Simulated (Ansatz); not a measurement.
# Mo2COS MXene monolayer in a perpendicular field, part 2 of 2

What dipole does a perpendicular field induce in the Mo2COS MXene monolayer? A positive field points along +c.

Ansatz 0.2.0; plane-wave DFT, PBE-D3(BJ), Ansatz PAW.

So far. Step 2 (Relaxing the slab): The lattice constant a goes from 3.025 to 3.138 Å.

**3. Single point, field 0**

A sawtooth potential applies the field, turning back in the middle of the vacuum. With the dipole correction the typed value is the field outside the slab. The induced dipole is small, so the SCF threshold is tight.

The cell differs from the one that the last finished run ended in (c 41.351 → 22.957 Å).

input.yaml

```yaml
crystal:
  lattice:
    - [3.1384371696, 0.0, 0.0]
    - [-1.5692185848, 2.7179663171, 0.0]
    - [0.0, 0.0, 22.9573663058]
  atoms:
    - { symbol: S, position: [0.3333333333, 0.6666666667, 0.3920310318] }
    - { symbol: Mo, position: [0.6666666667, 0.3333333333, 0.4643833418] }
    - { symbol: C, position: [0.0, 0.0, 0.5126477654] }
    - { symbol: Mo, position: [0.3333333333, 0.6666666667, 0.5602983008] }
    - { symbol: O, position: [0.6666666667, 0.3333333333, 0.6079689682] }
kpoints:
  mp_grid: { grid: [18, 18, 1] }
  band_path:
    path: [[0, 0, 0], [0.5, 0, 0], [0.33333333, 0.33333333, 0], [0, 0, 0]]
    npoints: 16
hamiltonian:
  xc: pbe
  dispersion: d3bj
scf:
  occupations: { method: fermi_dirac, width: 0.02585 }
  convergence: { dr2_threshold: 1.0e-10 }
efield:
  axis: 3
  dipole_correction: true
  ramp_position: 0.97
  ramp_width: 0.06
  amplitude: 0
output:
  dos: { projected: true, e_range: [-6, 5] }
  write_potential: true
  write_density: true
  volumetric_format: npy
  elf: true
```

On the command line:

```
ansatz run input.yaml --threads 2 --pin off --max-ram 3072MiB --backend cpu --events-out ev --progress --plain --runs-dir out
```

Numbers of over 12 decimals in the logs are rounded to 6 here.

What it wrote:

```text
[...]
Crystal: 5 atoms, lattice volume = 195.830 Å³
Basis set: ecut = 420 eV, 3797 PW (Γ)
Bands: 27, of which v1, the nominal top of the filled ones, is band 22 counted from 1 (21 counted from 0)
Symmetry: 6 space group operations
[...]
k-points: 37 of 324 (time reversal used)
[...]
SCF iter   1: F=—  HF=-11634.614703 eV  |F-HF|=—  |Δ(HF+E_count)|=         —  Δρ=7.34e-3  dr2=1.33e-1  ethr=1.77e-3  p=-0.032 e·Å  D=-2.93e-2 V/Å  ΔV_dip=0.67 eV  dr2_dipole=5.77e-3  V_vac-E_F(+/−)=6.09/5.42 eV  ⟨swp⟩=10.7  Hψ=6404  notcnv=0
efield: sawtooth ramp at fractional position 0.9700 (set: `efield.ramp_position`, or a place that a band, a saddle search or an elastic batch's reference lends), width 0.0600; the density the first Hamiltonian is built on has a dipole p = -0.032 e·Å; the dipole correction subtracts the counter field D = -2.93e-2 V/Å, which shifts the + side's vacuum level by +0.67 eV against the − side's; the planar-averaged density in the ramp window peaks in size at 8.7e-6 e/Å³
[...]
SCF iter   2: F=—  HF=-11634.607618 eV  |F-HF|=—  |Δ(HF+E_count)|=   7.09e-3  Δρ=5.42e-3  dr2=1.08e-1  ethr=3.03e-4  p=-0.039 e·Å  D=-3.57e-2 V/Å  ΔV_dip=0.82 eV  dr2_dipole=1.73e-2  V_vac-E_F(+/−)=6.11/5.29 eV  ⟨swp⟩=3.0  Hψ=2350  notcnv=0
[...]
SCF iter  10: F=-11634.593117 eV  HF=-11634.593117 eV  |F-HF|=7.46e-11  |Δ(HF+E_count)|=  8.26e-10  Δρ=8.07e-8  dr2=1.41e-11  ethr=1.00e-12  p=-0.045 e·Å  D=-4.20e-2 V/Å  ΔV_dip=0.96 eV  dr2_dipole=8.01e-14  V_vac-E_F(+/−)=6.21/5.24 eV  ⟨swp⟩=3.8  Hψ=2762  notcnv=0
SCF 1 converged in 10 iterations: F = -11634.593117 eV  dr2 = 1.41e-11
[...]
NSCF: frozen V_eff on 49 k-points
efield: sawtooth ramp at fractional position 0.9700 (kept from the solve that this one continues, or follows in the run), width 0.0600; the density the first Hamiltonian is built on has a dipole p = -0.045 e·Å; the dipole correction subtracts the counter field D = -4.20e-2 V/Å, which shifts the + side's vacuum level by +0.96 eV against the − side's; the planar-averaged density in the ramp window peaks in size at 2.7e-6 e/Å³
WARN: The output density's exchange-correlation potential varies sharply where the density is thin. Do not read a vacuum level from v_tot or v_xc, or from such a field of the output density. On a cell that repeats whose density bears no net charge and no dipole along the vacuum's axis use v_es (v_loc + v_h of the components); under efield.dipole_correction with no amplitude use v_es + v_field, which holds any externa [...]
SCF converged after 10 iterations
Free energy (F): -11634.593117 eV
[...]
Internal energy: -11634.586344 eV  (E = F + TS)
E sigma→0 (E₀):  -11634.589731 eV
Entropy (-TS):   -0.006773 eV (-1.355 meV/atom)
Fermi energy:    0.891972 eV
Dipole field:    D = -0.041986 V/Å  (p = -0.045438 e·Å, saw-weighted, corrected)
Work function:   Φ+ = 6.2058 eV   Φ− = 5.2419 eV
Levels:          The Fermi level and band energies are counted from a zero that moves with the ramp; work functions are not
[...]
--- Band table (eV; the first three rows and the last of 37) ---
  k-point 0: bands = [... 18 lower, -1.4538, -1.4538, 0.0261, 0.0907, 0.0907, 1.2231, 1.2231, 2.5236, ... 1 higher]
  k-point 1: bands = [... 18 lower, -1.5258, -1.5249, -0.3264, 0.1594, 0.3916, 1.2667, 1.2768, 2.6247, ... 1 higher]
  k-point 2: bands = [... 18 lower, -1.6416, -1.4476, -0.6992, 0.2522, 0.6364, 1.3700, 1.4797, 2.6292, ... 1 higher]
  k-point 36: bands = [... 18 lower, -3.1223, -3.1004, 0.2323, 0.3186, 0.7756, 1.9761, 2.5401, 2.7552, ... 1 higher]
```

The job ended after 6.1 s (2 threads of AMD EPYC 9R45, shared host; peak memory 0.6 GiB; 12 s of CPU time).

This step gave:

```
energy at zero smearing        : -11634.5897 eV
work function, upper face      : 6.206 eV
work function, lower face      : 5.242 eV
dipole along the normal        : -0.04544 e·Å
step between the vacuum levels : 0.9639 eV
```

Running mean over a fixed 2.7 Å (it still follows the layers) of the planar mean; the ramp of the sawtooth is left out. Table of electron's electrostatic potential energy less the Fermi level by z:

| z (Å) | electron's electrostatic potential energy less the Fermi level (eV) |
| --- | --- |
| 4 | 5.24 |
| 5 | 5.24 |
| 6 | 5.21 |
| 7 | 4.42 |
| 8 | -0.0656 |
| 9 | -5.27 |
| 10 | -11.9 |
| 11 | -13.6 |
| 12 | -15.7 |
| 13 | -12.8 |
| 14 | -6.06 |
| 15 | 2.34 |
| 16 | 5.99 |
| 17 | 6.20 |
| 18 | 6.21 |
| 19 | 6.21 |

The density of states has structure finer than the step of the table below, so its rows give means over 0.2 eV, whole bins alone (the curve runs from -6 to 1.69 eV). Peaks (eV: height): -5.56: 9.21, -5.04: 12.1, -4.48: 7.98, -4.21: 13.6, 1.22: 14.4, 1.47: 11.6, 1.55: 13.9.

The density of states by energy, zero at the Fermi level; means over each step:

| energy (eV) | density of states (states/eV a cell) |
| --- | --- |
| -5.8 | 3.70 |
| -5.6 | 5.99 |
| -5.4 | 2.87 |
| -5.2 | 2.86 |
| -5.0 | 5.39 |
| -4.8 | 1.26 |
| -4.6 | 3.18 |
| -4.4 | 5.59 |
| -4.2 | 6.88 |
| -4.0 | 3.45 |
| -3.8 | 2.75 |
| -3.6 | 1.81 |
| -3.4 | 1.61 |
| -3.2 | 1.98 |
| -3.0 | 3.93 |
| -2.8 | 3.46 |
| -2.6 | 3.45 |
| -2.4 | 2.76 |
| -2.2 | 1.34 |
| -2.0 | 1.90 |
| -1.8 | 2.39 |
| -1.6 | 1.72 |
| -1.4 | 1.32 |
| -1.2 | 1.11 |
| -1.0 | 1.66 |
| -0.8 | 2.38 |
| -0.6 | 2.37 |
| -0.4 | 1.83 |
| -0.2 | 1.58 |
| 0.0 | 2.12 |
| 0.2 | 2.53 |
| 0.4 | 5.27 |
| 0.6 | 3.39 |
| 0.8 | 1.16 |
| 1.0 | 1.78 |
| 1.2 | 6.53 |
| 1.4 | 6.47 |

Projected DOS per atom over height of the atomic layer and energy from the Fermi level. Layers: S Mo C Mo O from below.

Values in states/eV, 22 rows by 5 columns, each cell a mean:
```
0.69 2.47 0.30 2.21 0.56
0.44 2.17 0.36 2.01 0.36
0.04 0.42 0.11 0.56 0.09
0.23 1.41 0.21 2.37 0.20
0.25 0.86 0.14 1.15 0.17
0.19 0.54 0.11 0.66 0.15
0.42 0.63 0.17 0.77 0.25
0.47 0.40 0.15 0.64 0.25
0.26 0.24 0.10 0.32 0.19
0.44 0.44 0.16 0.36 0.36
0.56 0.56 0.17 0.35 0.41
0.75 0.50 0.14 0.26 0.49
1.27 0.88 0.26 0.38 0.72
1.71 0.63 0.31 0.19 0.65
0.60 0.32 0.15 0.15 0.45
0.61 0.55 0.18 0.33 0.68
0.96 1.05 0.36 0.63 1.93
0.86 0.92 0.38 0.92 2.55
0.32 0.35 0.22 0.26 0.46
1.14 1.11 0.85 0.67 0.60
0.75 1.13 0.76 1.04 0.97
0.46 0.74 0.86 0.92 0.68
```
Columns: height of the atomic layer (Å) from 9 to 14.0 (not evenly spaced); rows upwards: energy from the Fermi level (eV) from -5.96 to 1.69.

Electronic bands along the path, in eV, zero at the Fermi level:

| point | band 19 | band 20 | band 21 | band 22 | band 23 | band 24 | band 25 | band 26 |
| --- | --- | --- | --- | --- | --- | --- | --- | --- |
| Γ | -2.35 | -2.35 | -0.87 | -0.80 | -0.80 | 0.33 | 0.33 | 1.63 |
| halfway | -2.58 | -2.42 | -2.26 | -0.54 | 0.16 | 0.80 | 1.46 | 1.53 |
| M | -2.98 | -2.32 | -1.96 | 0.26 | 0.37 | 1.19 | 1.38 | 1.80 |
| halfway | -3.52 | -3.16 | -1.42 | 0.02 | 0.21 | 1.18 | 1.47 | 2.05 |
| K | -4.01 | -3.99 | -0.66 | -0.57 | -0.12 | 1.08 | 1.65 | 1.86 |
| halfway | -3.05 | -2.64 | -1.62 | -1.06 | 0.60 | 1.16 | 1.33 | 1.66 |
| Γ | -2.35 | -2.35 | -0.87 | -0.80 | -0.80 | 0.33 | 0.33 | 1.63 |

Electrostatic potential energy in the ca plane at fractional y = 0.333, with atoms of Mo and O within 0.2 Å of it. With pseudopotentials it is smooth inside the atoms' cores, unlike the true potential.

Values in eV, 5 rows by 16 columns, each cell a mean:
```
  6   6   6   6   6   3  -6 -39 -12  -2 -11  -1   7   7   7   7
  6   6   6   6   6   5 -15 -49 -23   1 -31 -16   7   7   7   7
  6   6   6   6   6   3  -7 -39 -13  -2 -12  -2   7   7   7   7
  6   6   6   6   5  -2  -3  -5  -3 -13  -5   5   7   7   7   7
  6   6   6   6   5  -2  -2  -4  -3 -13  -5   5   7   7   7   7
```
Columns run along c (16.0 Å, from fractional 0.14 to 0.84 of the cell; values clipped at the 3rd and 97th percentile), rows up along a (3.1 Å). Atoms in or near the plane, at fractional coordinates: Mo at (0.46, 0.67), O at (0.61, 0.67).

Valence density in the ca plane at fractional y = 0.333, with atoms of Mo and O within 0.2 Å of it. It is the smooth field of the valence electrons, not physical close to the nuclei.

Values in e/Å³, 5 rows by 16 columns, each cell a mean:
```
0.0 0.0 0.0 0.2 0.8 2.8 0.5 0.3 1.6 0.4 0.0 0.0 0.0 0.0 0.0 0.0
0.0 0.0 0.0 0.1 1.8 5.9 0.8 0.4 4.8 1.2 0.0 0.0 0.0 0.0 0.0 0.0
0.0 0.0 0.0 0.2 0.9 2.9 0.5 0.3 1.7 0.4 0.0 0.0 0.0 0.0 0.0 0.0
0.0 0.0 0.1 0.4 0.4 0.4 0.5 0.7 0.3 0.1 0.0 0.0 0.0 0.0 0.0 0.0
0.0 0.0 0.1 0.4 0.4 0.4 0.6 0.7 0.3 0.0 0.0 0.0 0.0 0.0 0.0 0.0
```
Columns run along c (16.0 Å, from fractional 0.24 to 0.93 of the cell), rows up along a (3.1 Å). Atoms in or near the plane, at fractional coordinates: Mo at (0.46, 0.67), O at (0.61, 0.67).

ELF in the ca plane at fractional y = 0.333, with atoms of Mo and O within 0.2 Å of it. It is the smooth field of the valence electrons, not physical close to the nuclei.

Ten even steps from '0' (0.00) to '9' (0.85), each cell a mean:
```
00000000000012456534663342125887520000000000
00000000000000012248787222158889841000000000
00000000000000001158568321168569952000000000
00000000000000123237886222148899841000000000
00000000000013566533553342124787420000000000
00000000000246888852224653331222100000000000
00000000000258999863246753342100000000000000
00000000000136888852224653221232100000000000
```
Columns run along c (16.0 Å, from fractional 0.14 to 0.84 of the cell), rows up along a (3.1 Å). Atoms in or near the plane, at fractional coordinates: Mo at (0.46, 0.67), O at (0.61, 0.67).

The work function of the upper face is 6.21 eV.

**4. Single point, field 0.1 V/Å**

Edit input.yaml of step 3 so:

```diff
@@ -27,5 +27,4 @@
   ramp_width: 0.06
-  amplitude: 0
+  amplitude: 0.1
 output:
-  dos: { projected: true, e_range: [-6, 5] }
   write_potential: true
@@ -33,2 +32 @@
   volumetric_format: npy
-  elf: true
```

What it wrote:

```text
[...]
Crystal: 5 atoms, lattice volume = 195.830 Å³
Basis set: ecut = 420 eV, 3797 PW (Γ)
Bands: 27, of which v1, the nominal top of the filled ones, is band 22 counted from 1 (21 counted from 0)
Symmetry: 6 space group operations
[...]
k-points: 37 of 324 (time reversal used)
[...]
k-point 0: bands = [... 18 lower, -1.4714, -1.4714, 0.0115, 0.0719, 0.0719, 1.2053, 1.2053, 2.5075, ... 1 higher]
  k-point 1: bands = [... 18 lower, -1.5450, -1.5438, -0.3436, 0.1408, 0.3751, 1.2491, 1.2591, 2.6084, ... 1 higher]
  k-point 2: bands = [... 18 lower, -1.6605, -1.4705, -0.7171, 0.2339, 0.6196, 1.3526, 1.4620, 2.6092, ... 1 higher]
  k-point 36: bands = [... 18 lower, -3.1342, -3.1231, 0.2141, 0.2995, 0.7586, 1.9560, 2.5236, 2.7344, ... 1 higher]
[key lines of the parts left out:]
SCF converged after 13 iterations
Free energy (F): -11634.590100 eV
Fermi energy:    0.874210 eV
Dipole field:    D = -0.013768 V/Å  (p = -0.014900 e·Å, saw-weighted, corrected)
```

Elapsed: 6.8 s, on 2 threads; peak memory 0.58 GiB; 13 s of CPU time.

The dipole is -0.0149 e·Å, 0.0305 e·Å from its value without field.

**5. Single point, field -0.1 V/Å**

Edit input.yaml of step 4 so:

```diff
@@ -27,3 +27,3 @@
   ramp_width: 0.06
-  amplitude: 0.1
+  amplitude: -0.1
 output:
```

What it wrote:

```text
[...]
Crystal: 5 atoms, lattice volume = 195.830 Å³
Basis set: ecut = 420 eV, 3797 PW (Γ)
Bands: 27, of which v1, the nominal top of the filled ones, is band 22 counted from 1 (21 counted from 0)
Symmetry: 6 space group operations
[...]
k-points: 37 of 324 (time reversal used)
[...]
k-point 0: bands = [... 18 lower, -1.4368, -1.4368, 0.0400, 0.1088, 0.1088, 1.2402, 1.2402, 2.5390, ... 1 higher]
  k-point 1: bands = [... 18 lower, -1.5084, -1.5054, -0.3098, 0.1774, 0.4074, 1.2838, 1.2940, 2.6404, ... 1 higher]
  k-point 2: bands = [... 18 lower, -1.6233, -1.4253, -0.6818, 0.2700, 0.6527, 1.3868, 1.4967, 2.6484, ... 1 higher]
  k-point 36: bands = [... 18 lower, -3.1150, -3.0742, 0.2499, 0.3372, 0.7920, 1.9956, 2.5561, 2.7753, ... 1 higher]
[key lines of the parts left out:]
SCF converged after 13 iterations
Free energy (F): -11634.599187 eV
Fermi energy:    0.909139 eV
Dipole field:    D = -0.070186 V/Å  (p = -0.075957 e·Å, saw-weighted, corrected)
```

The job ended after 6.6 s (2 threads; peak memory 0.59 GiB).

The dipole is -0.0760 e·Å, -0.0305 e·Å from its value without field.

**6. Response, atoms held**

This step: plane-wave DFT, PBE-D3(BJ), Ansatz PAW; response to a field along the normal, atoms held (Ansatz 0.2.0).

The dipoles give the slope, and the difference of two potentials shows where the field is screened.

This step gave:

- equivalent conductor thickness p/(ε₀AE): 6.476 Å
- distance between the outer atoms: 4.957 Å

The dipole of the cell by applied field:

| applied field (V/Å) | dipole of the cell (e·Å) |
| --- | --- |
| -0.1000 | -0.0760 |
| 0.0000 | -0.0454 |
| 0.1000 | -0.0149 |

Local field over the applied field, running mean. From the potentials at -0.1 and 0.1 V/Å; running mean over 2.5 Å. Local field over applied field against z:

| z (Å) | local field over applied field |
| --- | --- |
| 4.5 | 0.999 |
| 5.0 | 0.997 |
| 5.5 | 0.991 |
| 6.0 | 0.973 |
| 6.5 | 0.926 |
| 7.0 | 0.824 |
| 7.5 | 0.669 |
| 8.0 | 0.490 |
| 8.5 | 0.307 |
| 9.0 | 0.159 |
| 9.5 | 0.0717 |
| 10.0 | 0.0300 |
| 10.5 | 0.0140 |
| 11.0 | 0.0145 |
| 11.5 | 0.0136 |
| 12.0 | 0.0144 |
| 12.5 | 0.0334 |
| 13.0 | 0.0845 |
| 13.5 | 0.182 |
| 14.0 | 0.333 |
| 14.5 | 0.507 |
| 15.0 | 0.682 |
| 15.5 | 0.832 |
| 16.0 | 0.933 |
| 16.5 | 0.978 |
| 17.0 | 0.993 |
| 17.5 | 0.998 |
| 18.0 | 0.999 |
| 18.5 | 1.000 |

Electrons, planar mean, per unit field. Table of induced electron density by z:

z (Å), induced electron density (e/Å³ per V/Å) and a bar from the least value:
```
      4.5    0.00000 ###############
      5.0    0.00001 ###############
      5.5    0.00004 ###############
      6.0    0.00012 ################
      6.5    0.00036 #################
      7.0    0.00098 ###################
      7.5    0.00232 ########################
      8.0    0.00367 ##############################
      8.5    0.00222 ########################
      9.0    0.00113 ####################
      9.5    0.00039 #################
     10.0   -0.00090 ###########
     10.5    0.00060 ##################
     11.0    0.00010 ###############
     11.5    0.00018 ################
     12.0   -0.00028 ##############
     12.5   -0.00010 ###############
     13.0   -0.00044 #############
     13.5   -0.00104 ###########
     14.0   -0.00171 ########
     14.5   -0.00372 
     15.0   -0.00246 #####
     15.5   -0.00092 ###########
     16.0   -0.00030 ##############
     16.5   -0.00009 ###############
     17.0   -0.00002 ###############
     17.5   -0.00001 ###############
     18.0    0.00000 ###############
     18.5    0.00000 ###############
```

By hand: between -0.1 and 0.1 V/Å the dipole changes by 0.06106 e·Å, a slope of 0.3053 e·Å²/V. A perfect conductor of thickness t has p = ε₀AEt, so t = 180.95 × 0.3053 / 8.530 = 6.48 Å (e/ε₀ = 180.95 V·Å, A in Å²).

The induced dipole is that of a conductor 6.48 Å thick.

**7. Summary of results**

| Item | Value |
| --- | --- |
| gap without field | none |
| work function, upper face | 6.21 eV |
| step between the vacuum levels | 0.964 eV |
| equivalent conductor thickness, atoms held | 6.48 Å |

**Reading.** The induced dipole equals that of a perfect conductor 6.48 Å thick, while the outer atoms lie 4.96 Å apart. The two faces differ: the vacuum level above lies 0.96 eV higher than the one below. There is no gap over 0.03 eV, with or without the field. The main runs have no spin polarisation; a magnetic state could lie lower and would change these results. Spin-orbit coupling is left out, which matters for the bands of elements this heavy. The MXene's terminations sit over the metal atoms of its far layer; the site over carbon or nitrogen, which some compounds prefer, was not run.

[Logs are printed without paths, hosts, clocks, repeated set-up lines and the standing remarks that a program may print on its own settings, such as how far it seeks lower states.]

[Hosts, paths, dates, database ids (printed as entryN), source tags and the programs' standing remarks are cut or masked in the printed files.]

[Maps of the electrostatic potential energy from Ansatz leave out the sawtooth potential of an applied field or a dipole correction, so their vacuum need not be flat; planar profiles and work functions include it.]

[The density of states shown here was stored with 400 of the rows of the run's finer table, so its peaks can read low, often by over a quarter, or be missed, and its means over a window can be off by a tenth or more.]
